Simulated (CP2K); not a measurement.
The system is Sb.

```
CELL_PARAMETERS angstrom
3.35453 0.00000 0.00000
-1.67727 2.90511 0.00000
0.00000 0.00000 5.47016
ATOMIC_POSITIONS crystal
Sb 0.66667 0.33333 0.75000
Sb 0.33333 0.66667 0.25000
```

This isn't the form of Sb at room conditions, which is rhombohedral.

* Program: CP2K 2026.2
* Task: single point
* Functional: PBE
* Potentials or basis: POTENTIAL_UZH Sb GTH-PBE-q5; TZVP-MOLOPT-PBE-GTH basis
* Density cutoff: 6123 eV
* k mesh: 9 × 9 × 5
* Occupations: fermi-dirac, width 0.05 eV
* Spin: no spin polarisation

On this cell: pressure 3.0 GPa; largest force under 0.003 eV/Å; band gap on the k mesh none (metal or under the smearing width).

The same run follows on a disturbed copy (atoms moved at random, drawn with an rms of 0.05 Å):

```
CELL_PARAMETERS angstrom
3.35453 0.00000 0.00000
-1.67727 2.90511 0.00000
0.00000 0.00000 5.47016
ATOMIC_POSITIONS crystal
Sb 0.67819 0.33447 0.75155
Sb 0.32096 0.66257 0.25561
```

Question: What changes?

Answer: The energy (extrapolated to zero smearing) moves by -1.1 meV/atom; pressure 3.0 GPa; largest force 0.032 eV/Å; band gap on the k mesh none (metal or under the smearing width).

Forces on the atoms (eV/Å):
```
Sb   0.027  0.004 -0.018
Sb  -0.027 -0.004  0.018
```

Stress tensor (GPa, compression positive):
```
3.15 0.24 0.02
0.24 3.08 0.01
0.02 0.01 2.88
```

The energy falls, though the first cell shows no forces: that form is unstable against this distortion, unless noise or another electronic state is at work.

Caveats: the basis of atomic orbitals isn't converged, which shifts pressures, moduli and gaps.
